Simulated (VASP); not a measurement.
A run of VASP 6.6.1 is set up as follows.

INCAR

```
  ALGO = Normal
  DIPOL = 0.5 0.5 0.500
  EDIFF = 1E-7
  ENCUT = 520
  GGA = PE
  IDIPOL = 3
  ISIF = 2
  ISMEAR = -1
  ISPIN = 2
  LASPH = True
  LCHARG = False
  LDIPOL = True
  LMAXMIX = 4
  LORBIT = 11
  LREAL = False
  LWAVE = False
  MAGMOM = 0 0 0 0 2 2 2 2
  NBANDS = 58
  NELM = 150
  PREC = Accurate
  SIGMA = 0.05
```

Contents of KPOINTS:

```
k-points
0
Gamma
  9 9 1
```

POSCAR

```
GaCo
1.0
    2.8831000000      0.0000000000      0.0000000000
    0.0000000000      2.8831000000      0.0000000000
    0.0000000000      0.0000000000     25.0908500000
Ga Co
4 4
Direct
    0.5000000000      0.5000000000      0.2989137474
    0.5000000000      0.5000000000      0.4138201775
    0.5000000000      0.5000000000      0.5287266075
    0.5000000000      0.5000000000      0.6436330375
    0.0000000000      0.0000000000      0.3563669625
    0.0000000000      0.0000000000      0.4712733925
    0.0000000000      0.0000000000      0.5861798225
    0.0000000000      0.0000000000      0.7010862526
```

Potentials or basis: VASP PAW PBE potentials, release 64 (Ga_d, Co).

The run is started by

```sh
$ cat potpaw_PBE.64/Ga_d/POTCAR potpaw_PBE.64/Co/POTCAR > POTCAR
$ mpirun -np 1 vasp_std > vasp.out
```

Q: What does it give for the net moment?

A: 2.51 μB per cell.

Q: What does it give for the band gap on the k mesh?

A: None (metal or under the smearing width).

Q: What does it give for the site moments?

A: Ga +0.06, -0.02, -0.01, -0.04; Co +0.68, +0.17, +0.07, +1.50 μB.

Q: Estimate the largest force.

A: 0.494 eV/Å.

Forces in eV/Å, atoms in the order of the input:
```
Ga   0.000  0.000  0.095
Ga   0.000  0.000 -0.042
Ga   0.000  0.000  0.013
Ga   0.000  0.000  0.494
Co   0.000  0.000 -0.244
Co   0.000  0.000  0.123
Co   0.000  0.000 -0.325
Co   0.000  0.000 -0.115
```
